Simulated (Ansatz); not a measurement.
**Cobalt, dhcp under BLYP: structure, energy and stiffness, part 1 of 3**

What does BLYP give for cobalt in the dhcp structure? We relax it, solve it on a dense k-mesh, then scale the cell to 7 volumes from 88 to 112 % of the relaxed one and try a fit of the equation of state. The start is ferromagnetic. The k-meshes are 14×14×4 for the relaxation; 19×19×5 for the dense run; 16×16×5 for the volumes.

Computed with Ansatz 0.2.0 (DFT BLYP, plane waves (420 eV) with PAW, scalar-relativistic; PBE-made PAW files, unless a step says otherwise).

### Step 1. Starting point

Symmetry: P6_3/mmc, No. 194, hexagonal system. The conventional cell has a = 2.502 Å, b = 2.502 Å, c = 8.171 Å, α = 90.00°, β = 90.00°, γ = 120.00°. Co (site symmetry -3m) has 12 Co at 2.50 Å as nearest neighbours. Co (site symmetry -6m2) has 12 Co at 2.50 Å as nearest neighbours.

Coordinates:

```
Co
1.0
     2.50188    0.00000    0.00000
    -1.25094    2.16670    0.00000
     0.00000    0.00000    8.17115
Co
4
Direct
  0.00000 0.00000 0.00000
  0.00000 0.00000 0.50000
  0.33333 0.66667 0.25000
  0.66667 0.33333 0.75000
```

The atoms start with moments of +1.7 ×4 μB.

### Step 2. Relaxation of the cell

Input file input.yaml:

```yaml
crystal:
  lattice:
    - [2.5018845205, 0.0, 0.0]
    - [-1.2509422603, 2.1666955521, 0.0]
    - [0.0, 0.0, 8.1711548441]
  atoms:
    - { symbol: Co, position: [0.0, 0.0, 0.0], spin: 1.7 }
    - { symbol: Co, position: [0.0, 0.0, 0.5], spin: 1.7 }
    - { symbol: Co, position: [0.3333333333, 0.6666666667, 0.25], spin: 1.7 }
    - { symbol: Co, position: [0.6666666667, 0.3333333333, 0.75], spin: 1.7 }
hamiltonian:
  xc: blyp
  pseudopotentials:
    kind: paw
    azcp:
      Co: "pseudopotentials/Co.paw.azcp"
basis:
  ecutwfc: 420
  fft_grid_basis: typed
kpoints:
  mp_grid: { grid: [14, 14, 4], shift: [0, 0, 0] }
magnetization:
  spin_polarized: true
scf:
  occupations: { method: fermi_dirac, width: 0.05 }
relax:
  max_steps: 60
  f_tol: 0.01
  cell: {}
output:
  write_density: true
  write_potential: true
  elf: true
  volumetric_format: npy
```

The log of the run:

```text
Warning: RAYON_NUM_THREADS=2 ignored (pool sized by the plan → 2); use --threads N
Engine: ansatz 0.2.0, aarch64-unknown-linux-gnu
Pseudopotentials: kind: paw
Pseudopotential: Co, paw, valence charge 17, recommended cutoff 420 eV (normal), <dir>
Functional definition: BLYP
  parameter beta = 0.0042
  parameter a = 0.04918
  parameter b = 0.132
  parameter c = 0.2533
  parameter d = 0.349
  exchange = b88_x(beta = beta)
  correlation = lyp_c(a = a, b = b, c = c, d = d)
Crystal: 4 atoms, lattice volume = 44.294 Å³
Basis set: ecut = 420 eV, 861 PW (Γ), exchange–correlation on 36×36×120 points (8 copies of the dense FFT grid, shifted against one another)
Bands: 45, of which v1, the nominal top of the filled ones, is band 34 counted from 1 (33 counted from 0)
Symmetry: 24 space group operations
Space group: P63/mmc (ITA 194), of the structure as read, at distance tolerance 3.5e-5 Å
Magnetic group: BNS 194.263 (UNI 1493), of the structure as read, at distance tolerance 3.5e-5 Å
k-points: 72 of 784
Non-local potential: Co, projectors of the file, l = 0: 3, l = 1: 2, l = 2: 3, l = 3: 1
PAW form: soft (Blöchl's): semilocal exchange-correlation on the pseudo side does not see the compensation charge
PAW frozen core: Co, regenerated for the run's functional, and the local potential with it (the file was generated under x = pbe(κ = 0.804, μ = 0.2195149727645171), c = pbe(β = 0.06672455060314922))
PAW one-centre angular grid: Co, 590 points (default); XC on 64 Gauss nodes
Initial density: superposition of atomic densities (chi_scale 0.1, normalization cell)
Starting moments: Σ|m| = 6.8 μB on 4 of 4 sites
Initial wavefunctions: pseudopotential atomic-orbital guess
Functional: x = b88, c = lyp
SCF iter   1: F=—  HF=-20534.415527 eV  |F-HF|=—  |Δ(HF+E_count)|=         —  Δρ=8.91e-2 (↑1.43e-2 ↓8.91e-2)  dr2=2.61e0  dr2_m=5.95e-1  M=6.639 μB ∫|m|=6.901 μB  β_m=0.30  ethr=3.10e-3  ⟨swp⟩=5.7  Hψ=21264  notcnv=0  defer=6
Mixer restart at iter 1: flushing history
preconditioner: auto → Kerker (q_TF=auto, 2.930 Å⁻¹)  [metal: Δε(μ)=0.020 eV  Ē_g=8.210 eV  σ=0.050 eV  W_gap=0.10  n_scr=12 (ndim 8)  ℏωp=33.5 eV  f_vac=0.000  D(μ)=4.29/eV (n_scr^D=52)]
spin=Collinear: Kerker preconditioning applied to the charge; magnetization (m = ρ↑ − ρ↓) channel mixes plain (no charge-response kernel on spin).
SCF iter   2: F=—  HF=-20533.977537 eV  |F-HF|=—  |Δ(HF+E_count)|=   4.38e-1  Δρ=4.08e-2 (↑2.70e-2 ↓4.08e-2)  dr2=9.98e-2  dr2_m=4.55e-1  M=6.709 μB ∫|m|=7.033 μB  β_m=0.39  ethr=3.10e-3  ⟨swp⟩=2.3  Hψ=10046  notcnv=0  defer=332
SCF iter   3: F=—  HF=-20535.611470 eV  |F-HF|=—  |Δ(HF+E_count)|=         —  Δρ=3.37e-2 (↑3.37e-2 ↓1.99e-2)  dr2=5.09e-2  dr2_m=2.85e-1  M=6.846 μB ∫|m|=7.264 μB  β_m=0.39  ethr=1.47e-4  ⟨swp⟩=2.0  Hψ=10150  notcnv=0  defer=335
Mixer restart at iter 3: flushing history
SCF iter   4: F=—  HF=-20536.321276 eV  |F-HF|=—  |Δ(HF+E_count)|=   7.10e-1  Δρ=2.14e-2 (↑2.14e-2 ↓7.46e-3)  dr2=6.57e-2  dr2_m=7.99e-2  M=6.744 μB ∫|m|=7.210 μB  β_m=0.65  ethr=7.48e-5  ⟨swp⟩=2.2  Hψ=10554  notcnv=0  defer=335
SCF iter   5: F=—  HF=-20536.989058 eV  |F-HF|=—  |Δ(HF+E_count)|=   6.68e-1  Δρ=7.81e-3 (↑3.85e-3 ↓7.81e-3)  dr2=3.98e-2  dr2_m=5.04e-3  M=6.531 μB ∫|m|=7.081 μB  β_m=0.83  ethr=7.48e-5  ⟨swp⟩=2.3  Hψ=13020  notcnv=0  defer=338
SCF iter   6: F=—  HF=-20537.011051 eV  |F-HF|=—  |Δ(HF+E_count)|=   2.20e-2  Δρ=1.47e-3 (↑1.26e-3 ↓1.47e-3)  dr2=2.30e-3  dr2_m=1.48e-4  M=6.476 μB ∫|m|=7.041 μB  β_m=0.91  ethr=5.85e-5  ⟨swp⟩=2.1  Hψ=10138  notcnv=0  defer=332
SCF iter   7: F=—  HF=-20537.012791 eV  |F-HF|=—  |Δ(HF+E_count)|=   1.74e-3  Δρ=9.10e-4 (↑4.99e-4 ↓9.10e-4)  dr2=5.20e-4  dr2_m=4.12e-5  M=6.462 μB ∫|m|=7.032 μB  β_m=0.77  ethr=3.39e-6  ⟨swp⟩=2.0  Hψ=9360  notcnv=0  defer=332
SCF iter   8: F=—  HF=-20537.012799 eV  |F-HF|=—  |Δ(HF+E_count)|=   8.08e-6  Δρ=3.68e-4 (↑3.68e-4 ↓2.50e-4)  dr2=7.30e-5  dr2_m=8.79e-6  M=6.459 μB ∫|m|=7.030 μB  β_m=0.73  ethr=7.64e-7  ⟨swp⟩=2.0  Hψ=8978  notcnv=0  defer=332
SCF iter   9: F=—  HF=-20537.012797 eV  |F-HF|=—  |Δ(HF+E_count)|=   1.74e-6  Δρ=1.43e-4 (↑5.97e-5 ↓1.43e-4)  dr2=1.20e-5  dr2_m=1.87e-6  M=6.459 μB ∫|m|=7.030 μB  β_m=0.86  ethr=1.07e-7  ⟨swp⟩=2.0  Hψ=8934  notcnv=0  defer=332
SCF iter  10: F=—  HF=-20537.012800 eV  |F-HF|=—  |Δ(HF+E_count)|=   2.76e-6  Δρ=4.16e-5 (↑4.16e-5 ↓3.45e-5)  dr2=1.24e-6  dr2_m=6.83e-8  M=6.459 μB ∫|m|=7.029 μB  β_m=0.83  ethr=1.76e-8  ⟨swp⟩=1.6  Hψ=7106  notcnv=0  defer=332
SCF iter  11: F=—  HF=-20537.012800 eV  |F-HF|=—  |Δ(HF+E_count)|=   1.22e-7  Δρ=6.29e-5 (↑2.91e-5 ↓6.29e-5)  dr2=2.21e-6  dr2_m=1.72e-7  M=6.459 μB ∫|m|=7.029 μB  β_m=0.83  ethr=1.82e-9  ⟨swp⟩=2.2  Hψ=10799  notcnv=0  defer=332
SCF iter  12: F=—  HF=-20537.012800 eV  |F-HF|=—  |Δ(HF+E_count)|=   5.20e-8  Δρ=3.50e-5 (↑1.70e-5 ↓3.50e-5)  dr2=8.41e-7  dr2_m=4.36e-8  M=6.459 μB ∫|m|=7.029 μB  β_m=0.88  ethr=1.82e-9  ⟨swp⟩=2.0  Hψ=9196  notcnv=0  defer=332
SCF iter  13: F=—  HF=-20537.012800 eV  |F-HF|=—  |Δ(HF+E_count)|=   6.30e-8  Δρ=8.49e-6 (↑1.99e-6 ↓8.49e-6)  dr2=2.30e-8  dr2_m=6.28e-9  M=6.459 μB ∫|m|=7.029 μB  β_m=0.94  ethr=1.24e-9  ⟨swp⟩=2.2  Hψ=8392  notcnv=0  defer=332
SCF iter  14: F=—  HF=-20537.012800 eV  |F-HF|=—  |Δ(HF+E_count)|=   6.63e-9  Δρ=6.70e-6 (↑2.19e-6 ↓6.70e-6)  dr2=2.21e-8  dr2_m=2.42e-9  M=6.459 μB ∫|m|=7.029 μB  β_m=0.97  ethr=3.38e-11  ⟨swp⟩=1.0  Hψ=6481  notcnv=0  defer=332
SCF iter  15: F=-20537.012800 eV  HF=-20537.012800 eV  |F-HF|=1.20e-9  |Δ(HF+E_count)|=  2.44e-10  Δρ=1.49e-6 (↑3.12e-7 ↓1.49e-6)  dr2=1.31e-9  dr2_m=1.53e-10  M=6.459 μB ∫|m|=7.029 μB  ethr=3.25e-11  ⟨swp⟩=5.0  Hψ=31573  notcnv=0
SCF 1 converged in 15 iterations: F = -20537.012800 eV  dr2 = 1.31e-9
relax step   1: F+E_penalty+E_count = -20537.01279979 eV  Δ(F+E_penalty+E_count) = +0.000e0 eV  max|allowed force component| = 2.776e-17 eV/Å  Δτ_max = 0.0000 Å  P = +5.299 GPa  Ω = 44.294 Å³  (15 SCF iters, dr2 threshold 1.00e-7 eV, accepted)
[... from here on, the SCF cycles and remarks between the steps are left out ...]
relax step   2: F+E_penalty+E_count = -20537.02874403 eV  Δ(F+E_penalty+E_count) = -1.594e-2 eV  max|allowed force component| = 2.776e-17 eV/Å  Δτ_max = 0.0000 Å  P = +2.457 GPa  Ω = 44.935 Å³  energy of the carried Pulay correction = -8.697e-4 eV  (10 SCF iters, dr2 threshold 4.00e-7 eV, accepted)
relax step   3: F+E_penalty+E_count = -20537.03317317 eV  Δ(F+E_penalty+E_count) = -4.429e-3 eV  max|allowed force component| = 6.650e-18 eV/Å  Δτ_max = 0.0000 Å  P = +0.054 GPa  Ω = 45.507 Å³  energy of the carried Pulay correction = -1.637e-3 eV  (10 SCF iters, dr2 threshold 4.00e-7 eV, accepted)
relax step   4: F+E_penalty+E_count = -20537.03316957 eV  Δ(F+E_penalty+E_count) = +3.598e-6 eV  max|allowed force component| = 1.156e-17 eV/Å  Δτ_max = 0.0000 Å  P = -0.011 GPa  Ω = 45.523 Å³  energy of the carried Pulay correction = -1.657e-3 eV  (7 SCF iters, dr2 threshold 3.62e-8 eV, accepted)
relax step   5: F+E_penalty+E_count = -20537.03529205 eV  Δ(F+E_penalty+E_count) = -2.122e-3 eV  max|allowed force component| = 9.252e-18 eV/Å  Δτ_max = 0.0000 Å  P = +0.111 GPa  Ω = 45.523 Å³  stress off target by 1.45e-1 GPa  SCF on the basis re-selected at this cell (its energy is not comparable with the rows above)  (12 SCF iters)
relax step   6: F+E_penalty+E_count = -20537.03526984 eV  Δ(F+E_penalty+E_count) = +2.221e-5 eV  max|allowed force component| = 1.388e-17 eV/Å  Δτ_max = 0.0000 Å  P = +0.005 GPa  Ω = 45.550 Å³  energy of the carried Pulay correction = -3.606e-5 eV  (7 SCF iters, dr2 threshold 5.28e-8 eV, accepted)
relax step   7: F+E_penalty+E_count = -20537.03530082 eV  Δ(F+E_penalty+E_count) = -3.098e-5 eV  max|allowed force component| = 1.966e-17 eV/Å  Δτ_max = 0.0000 Å  P = +0.005 GPa  Ω = 45.550 Å³  stress off target by 6.12e-3 GPa  SCF on the basis re-selected at this cell (its energy is not comparable with the rows above)  (8 SCF iters)
basis re-selected at this cell: Δ(F+E_penalty+E_count) = -3.098e-5 eV, ΔP = -0.000 GPa vs the last step (what re-selecting the basis moved, of the pressure what is left beyond the Pulay correction that the steps carried, after the strain that the cell walked since its last selection, with what the two solves' SCF thresholds leave and, on support functions, any second-order correction that the steps lacked; it is no measure of the basis error at this ecutwfc). This SCF's stress stands 6.12e-3 GPa from its target on what of the cell is left free (relax.cell.stress_tol is 5.00e-2 GPa) and its largest allowed force component is 1.97e-17 eV/Å (relax.f_tol is 1.00e-2 eV/Å): within both
SCF converged after 8 iterations
Magnetization: 6.5944 μB (37.2972 up, 30.7028 down)
Absolute magnetization: 7.1870 μB (∫|ρ↑−ρ↓|, with the PAW one-centre terms)
Spin contamination: 0.1090 ħ² per cell (⟨S²⟩ above its minimum at these occupations)
Per-site moments (μB) at R_I (Å): [(1.7066492105142779, 1.0382942082625124), (1.7066492105142772, 1.0382942082625122), (1.7260046781192457, 1.0382942082625124), (1.726004678119246, 1.0382942082625122)]
Free energy (F): -20537.035301 eV
Harris-Foulkes:  -20537.035301 eV  (|F-HF|=3.64e-12)
Internal energy: -20537.003100 eV  (E = F + TS)
E sigma→0 (E₀):  -20537.019200 eV
Entropy (-TS):   -0.032201 eV (-8.050 meV/atom)
Fermi energy:    18.123000 eV
--- Per-component energies (eV) ---
  E_band       = -1008.122384
  E_kinetic    = 1812.214343
  E_local      = -11622.872540  (includes V_loc(G=0)·N_el)
  E_nonlocal   = 1816.276526
  E_hartree    = 4875.974808
  E_xc         = -628.033443
  E_vxc        = -807.634504  (∫ρ·V_xc dr)
  E_paw        = -6105.883230  (= ΣΔE_a)
  E_vpaw       = -1958.056271  (= ΣTr[D̂ρ^β])
  E_aug_tail   = 0.000254  (compensation charges beyond the density's cutoff)
  E_ewald      = -10684.708179
  E_core_change = 0.028361  (= ΣΔE_core)
  E_smearing   = -0.032201  (= −TS)
  E_closure    = -0.000000  (closes the sum)
  Σ components = -20537.035301   (vs F -20537.035301, Δ=0.00e0)
--- Forces (eV/Å), atoms counted from 1 ---
  atom   1  Co    -0.00000000     0.00000000     0.00000000
  atom   2  Co    -0.00000000    -0.00000000     0.00000000
  atom   3  Co    -0.00000000    -0.00000000     0.00000000
  atom   4  Co     0.00000000     0.00000000     0.00000000
  max |Σ_I F_I| component: 4.63e-18 eV/Å
--- Stress (GPa, compression-positive) ---
        0.006125       0.000000       0.000000
        0.000000       0.006125       0.000000
        0.000000       0.000000       0.001524
  P = ⅓ Tr σ = 0.0046 GPa (0.046 kbar)
--- Band table (eV; the first three rows and the last of 144) ---
  k-point 0 ↑: bands = ["-77.7617", "-77.7497", "-77.7154", "-77.7034", "-41.2357", "-41.1305", "-41.0522", "-40.9881", "-40.9881", "-40.9719", "-40.9719", "-40.9621", "-40.9621", "-40.9458", "-40.9458", "-40.9452", "9.4815", "11.6460", "11.6651", "13.1645", "15.2435", "15.2774", "15.4082", "15.4082", "15.4398", "15.4398", "15.5381", "15.6917", "15.6917", "15.7561", "15.7561", "16.2906", "16.2906", "16.6018", "16.6018", "16.9104", "16.9104", "17.2884", "17.2884", "18.1474", "23.9982", "32.5632", "32.5647", "39.5752", "40.1908"]
[... 3 lines left out ...]
--- Relaxed structure (5 steps of the walk, 5 accepted, 2 SCFs on fresh bases) ---
  F+E_penalty+E_count = -20537.03530082 eV   max|allowed force component| = 1.966e-17 eV/Å   (the final SCF, on the basis selected at the relaxed cell)
  cell:  # Å, volume = 45.5495 Å³
    - [2.5336039420207457, 2.9233485107754486e-11, 0.0]
    - [-1.26680197103569, 2.194165376903745, 0.0]
    - [0.0, 0.0, 8.193616686508923]
  atoms:
    - { symbol: Co, position: [6.596047054626518e-36, -1.504612710051447e-36, -4.910387977415296e-36] }
    - { symbol: Co, position: [1.1835463279217877e-35, 4.5138381297330096e-36, 0.4999999999999999] }
    - { symbol: Co, position: [0.3333333333333333, 0.6666666666666666, 0.24999999999999994] }
    - { symbol: Co, position: [0.6666666666666669, 0.3333333333333333, 0.7499999999999998] }
```

Wall time 76 s (2 threads of Arm Neoverse V1, shared host); peak memory 0.51 GiB.

The walk, from the log:

| step | energy change (meV/atom) | largest force (eV/Å) | pressure (GPa) | volume (Å³/atom) |
| --- | --- | --- | --- | --- |
| 1 | 0.00 | 0.0000 | 5.30 | 11.074 |
| 2 | -3.99 | 0.0000 | 2.46 | 11.234 |
| 3 | -5.09 | 0.0000 | 0.05 | 11.377 |
| 4 | -5.09 | 0.0000 | -0.01 | 11.381 |
| 5 | -5.62 | 0.0000 | 0.11 | 11.381 |
| 6 | -5.62 | 0.0000 | 0.00 | 11.387 |
| 7 | -5.63 | 0.0000 | 0.00 | 11.387 |

Steps that repeat a cell are solved on a basis chosen anew, so their changes of energy are no gain of the relaxation.

The cell of the run, before and after:

|  | before | after | change |
| --- | --- | --- | --- |
| a (Å) | 2.502 | 2.534 | +1.3 % |
| b (Å) | 2.502 | 2.534 | +1.3 % |
| c (Å) | 8.171 | 8.194 | +0.3 % |
| volume (Å³/atom) | 11.074 | 11.387 | +2.8 % |
| shortest distance (Å) | 2.502 | 2.517 | +0.6 % |
| space group (spins left aside) | P6_3/mmc | P6_3/mmc | same |

### Step 3. Single point on a dense mesh

Input file input.yaml:

```yaml
crystal:
  lattice:
    - [2.533603942, 0.0, 0.0]
    - [-1.266801971, 2.1941653769, 0.0]
    - [0.0, 0.0, 8.1936166865]
  atoms:
    - { symbol: Co, position: [0.0, 1.0, 1.0], spin: 1.707 }
    - { symbol: Co, position: [0.0, 0.0, 0.5], spin: 1.707 }
    - { symbol: Co, position: [0.3333333333, 0.6666666667, 0.25], spin: 1.726 }
    - { symbol: Co, position: [0.6666666667, 0.3333333333, 0.75], spin: 1.726 }
hamiltonian:
  xc: blyp
  pseudopotentials:
    kind: paw
    azcp:
      Co: "pseudopotentials/Co.paw.azcp"
basis:
  ecutwfc: 420
  fft_grid_basis: typed
kpoints:
  mp_grid: { grid: [19, 19, 5], shift: [0, 0, 0] }
magnetization:
  spin_polarized: true
scf:
  occupations: { method: fermi_dirac, width: 0.05 }
```

The log of the run (excerpt; [...] marks lines left out):

```text
Warning: RAYON_NUM_THREADS=2 ignored (pool sized by the plan → 2); use --threads N
[...]
Pseudopotentials: kind: paw
Pseudopotential: Co, paw, valence charge 17, recommended cutoff 420 eV (normal), <dir>
Functional definition: BLYP
[...]
Crystal: 4 atoms, lattice volume = 45.550 Å³
Basis set: ecut = 420 eV, 909 PW (Γ), exchange–correlation on 36×36×120 points (8 copies of the dense FFT grid, shifted against one another)
[...]
Magnetization: 6.5714 μB (37.2857 up, 30.7143 down)
Absolute magnetization: 7.1749 μB (∫|ρ↑−ρ↓|, with the PAW one-centre terms)
Spin contamination: 0.1102 ħ² per cell (⟨S²⟩ above its minimum at these occupations)
Per-site moments (μB) at R_I (Å): [(1.7033573727806757, 1.0382942082588609), (1.7033573727806741, 1.0382942082588609), (1.7201697491446197, 1.0382942082588609), (1.7201697491446197, 1.0382942082588609)]
Free energy (F): -20537.041240 eV
[...]
E sigma→0 (E₀):  -20537.025723 eV
Entropy (-TS):   -0.031035 eV (-7.759 meV/atom)
Fermi energy:    18.127915 eV
[...]
```

It took 22 s on 2 threads of Arm Neoverse V1, shared host; peak memory 0.65 GiB.

(Continued in part 2 of 3.)
